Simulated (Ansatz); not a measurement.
ZnCu2SnS4: changing the functional

```yaml
crystal:
  lattice:
    - [-2.71710, 2.71710, 5.42480]
    - [2.71710, -2.71710, 5.42480]
    - [2.71710, 2.71710, -5.42480]
  atoms:
    - { symbol: Sn, position: [0.50000, 0.50000, 0.00000] }
    - { symbol: Zn, position: [0.25000, 0.75000, 0.50000] }
    - { symbol: Cu, position: [0.75000, 0.25000, 0.50000] }
    - { symbol: Cu, position: [0.00000, 0.00000, 0.00000] }
    - { symbol: S, position: [0.62799, 0.62839, 0.51280] }
    - { symbol: S, position: [0.88481, 0.37201, 0.00040] }
    - { symbol: S, position: [0.11559, 0.11519, 0.48720] }
    - { symbol: S, position: [0.37161, 0.88441, 0.99960] }
```

The cell comes from a database or a generator and needn't be the form met in nature.

Kept alike: task band structure; k mesh 7 × 7 × 7; occupations fermi-dirac, width 0.05 eV; no spin polarisation. Program: Ansatz, Ansatz PAW. Cutoffs run from 420 to 500 eV. The mesh is that of the run's cell of 8 atoms. No spin-orbit coupling.

| run | band gap (eV) | pressure (GPa) |
| --- | --- | --- |
| A | 0.230 | -1.66 |
| B | 0.183 | -4.08 |
| C | 0.604 | -0.25 |
| D | 0.292 | 2.07 |

Pressure is positive in compression, with a Pulay correction for the finite cutoff. Gaps are the smaller of the mesh's and the band path's. All rows use potentials made for PBE.

Q: The runs differ in the functional (and the cutoff that goes with it) alone: LDA; PBE; PBEsol; r2SCAN. Which run is which?

A: Run A is PBEsol; run B is LDA; run C is r2SCAN; run D is PBE. The band gap runs from 0.183 (LDA) to 0.604 eV (r2SCAN). From PBE: LDA -0.109; PBEsol -0.062; r2SCAN +0.312. The pressure runs from -4.08 (LDA) to 2.07 GPa (PBE). From PBE: LDA -6.15; PBEsol -3.73; r2SCAN -2.32. A positive pressure means that the functional's own cell is larger than the one given, a negative one that it is smaller.
